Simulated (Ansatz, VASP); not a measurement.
## Two plane-wave programs on Mg

```
CELL_PARAMETERS angstrom
0.00000 2.27379 2.27379
2.27379 0.00000 2.27379
2.27379 2.27379 0.00000
ATOMIC_POSITIONS crystal
Mg 0.00000 0.00000 0.00000
```

Change from the starting cell: volume scaled by 1.04.

Alike in both runs: task single point; functional B3LYP; dispersion D4; k mesh 5 × 5 × 5; occupations fermi-dirac, width 0.1 eV; no spin polarisation.

|  | VASP | Ansatz |
| --- | --- | --- |
| version | VASP 6.6.1 | Ansatz 0.2.0 |
| potentials or method | VASP PAW PBE potentials, release 64 (Mg_pv) | Ansatz PAW |
| plane-wave cutoff (eV) | 520 | 420 |
| valence electrons in the cell | 8 | 10 |

|  | VASP | Ansatz | Ansatz less VASP |
| --- | --- | --- | --- |
| gap on the k mesh at the Fermi level (eV) | none | none | - |
| pressure (GPa) | -1.8 | -1.6 | +0.23 |
| dispersion energy (meV/atom) | -256.5 | -256.6 | -0.10 |

A gap of «none» marks a metal or a gap that the smearing closes. The two sets of potentials don't hold the same shells in valence.

Caveats: the k mesh is coarse (spacing up to 0.48 Å⁻¹), so the values aren't converged, least of all with exact exchange; pairwise dispersion overbinds metals, which lowers pressure and volume; the PAW data sets were made with another functional, which shifts forces and pressure a little (VASP); the PAW data sets come from PBE, with cores solved anew for the run's functional, which leaves a small shift of forces and pressure (Ansatz); the thresholds are loose for stress (Ansatz).
